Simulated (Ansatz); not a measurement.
BeO (wurtzite)

```xyz
4
Lattice="2.7118 0.0000 0.0000 -1.3559 2.3485 0.0000 0.0000 0.0000 4.4046" Properties=species:S:1:pos:R:3 pbc="T T T"
Be     1.3559     0.7828     0.0066
Be     0.0000     1.5657     2.2088
O      1.3559     0.7828     2.7472
O      0.0000     1.5657     0.5449
```

The slice is a (-1 1 0 2) plane (indices of the conventional cell) through the point (0.667, 0.333, 0.002) (fractional), spanned by u = [110] and v = [1 -1 1] in vectors of this cell: u (2.71 Å) and v (6.44 Å, at 90° to u). It covers one period; positions are fractions (u, v).

Computed with PBE (plane waves to 420 eV, PAW, scalar-relativistic; Ansatz, a first-principles code). k mesh 14×14×8. Near the nuclei the fields are pseudised (PAW); where an atom keeps semicore shells as valence, they peak there. BeO was relaxed with its symmetry unable to fall.

Problem. Predict the map of the electrostatic potential energy of an electron, from the cell's mean on the slice.

Solution. 
```
|xxx0368630xx|
|xxx0478740xx|
|x00368886300|
|335788988753|
|778899999887|
|888999999988|
|778899999887|
|346789998764|
|002568786520|
|xx0240x0420x|
|xx01xxxxx10x|
|xx00xxxxx00x|
|xx00xxxxx00x|
|00240xxx0420|
|345661016654|
|677877777877|
|888887778888|
|998876667889|
|999876667899|
|999875557899|
|999750x05799|
|9986xxxxx689|
|7770xxxxx077|
|334xxxxxxx43|
|x000xxxxx000|
|xxx0xxxxx0xx|
|xxx0200020xx|
|xxxx25752xxx|
```
Scale: ten equal steps from 1.00 (start of '0') to 9.08 (end of '9'), in the order '0123456789'. Values: electrostatic potential energy of an electron, from the cell's mean, in eV. The map has 12 points along u (one character each, u = 0 at the left) and 28 along v (v = 0 in the bottom row). Points within 0.7 Å of a nucleus are blanked (x), as the pseudised field means little there. Values under 1 eV are set to 1. The zero, the cell's mean, hangs on the PAW cores.
